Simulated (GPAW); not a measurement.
# Moving the starting magnetic order in TiCo

```
CELL_PARAMETERS angstrom
2.98611 0.00000 0.00000
0.00000 2.98611 0.00000
0.00000 0.00000 2.98611
ATOMIC_POSITIONS crystal
Co 0.50000 0.50000 0.50000
Ti 0.00000 0.00000 0.00000
```

The cell comes from a database or a generator and needn't be the stable form of this composition.

Kept alike: task single point; functional PBEsol; k mesh 9 × 9 × 9; occupations fermi-dirac, width 0.05 eV. Program: GPAW, PAW data sets generated for this functional, cutoff 600 eV. The mesh is that of the run's cell of 2 atoms. No spin-orbit coupling.

| starting magnetic order | largest site moment (μB) | moment of the cell (μB) | free energy over the lowest row (meV/atom) |
| --- | --- | --- | --- |
| afm | 0.77 | 0.71 | 0.00 |
| afm larger moments | 0.77 | 0.71 | 0.00 |
| fm | 0.77 | 0.71 | 0.00 |
| fm larger moments | 0.77 | 0.71 | 0.00 |
| nm | 0.00 | 0.00 | 15.37 |

For a metal such a mesh leaves the last digits unconverged. Moments of the cell are magnitudes, and a label names the start alone. The runs hold the magnetic state that their start led to, which needn't be the lowest. The row without spin has no moments by construction. Site moments count inside each atom's sphere or projector.

What does the starting magnetic order change here?

The largest site moment runs from 0.00 (nm) to 0.77 μB (afm; afm larger moments; fm; fm larger moments). The moment of the cell runs from 0.00 (nm) to 0.71 μB (afm; afm larger moments; fm; fm larger moments). The free energy is lowest at afm; afm larger moments; fm; fm larger moments, and 15.37 meV an atom higher at nm. Starts that end at one energy have found one state: afm; afm larger moments; fm; fm larger moments.
